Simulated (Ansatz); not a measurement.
# GaN under changes of volume

One of the cells (11.444 Å³/atom); the others are scaled copies at fixed shape and fractional positions:

```xyz
2
Lattice="0.0000 2.2535 2.2535 2.2535 0.0000 2.2535 2.2535 2.2535 0.0000" Properties=species:S:1:pos:R:3 pbc="T T T"
Ga    0.0000    0.0000    0.0000
N     1.1268    1.1268    1.1268
```

The cell is a database's computed one.

- Program: Ansatz 0.2.0
- Functional: BLYP
- Potentials or basis: Ansatz PAW
- Cutoff: 420 eV (not typed: the program's choice for these potentials)
- k mesh: 10 × 10 × 10
- Occupations: fermi-dirac, width 0.05 eV
- Spin: no spin polarisation

```tsv
volume (Å³/atom)	energy over the lowest point (meV/atom)	pressure (GPa)	gap on the mesh (eV)
10.757	?	?	?
10.986	64.58	19.6	2.10
11.215	40.05	14.9	1.96
11.444	21.95	10.6	1.82
11.673	9.56	6.8	1.69
11.902	2.43	3.3	1.56
12.131	0.00	0.2	1.43
```

Task: What does the run at 10.757 Å³/atom give?

Result: Energy over the lowest point 96.29 meV/atom; pressure 24.8 GPa; gap on the mesh 2.24 eV.

Worked out: A Birch-Murnaghan fit of order 3 (a polynomial in V^(-2/3)) to the other rows has its minimum at 12.14 Å³/atom, just outside them, with B0 = V·E''(V) = 157 GPa and B' = 4.3. It gives 96.17 meV/atom at 10.757 Å³/atom, against the run's 96.29, and -dE/dV = 24.8 GPa, against 24.8. A straight line through the other rows of the gap, of slope -6.74 eV per unit of ln V (its deformation potential), extrapolates to 2.24 eV, against the run's 2.24.

Energies are extrapolated to zero smearing.

Caveats: the PAW data sets come from PBE, with cores solved anew for the run's functional, which leaves a small shift of forces and pressure.

Spin-orbit coupling on Ga is left out.
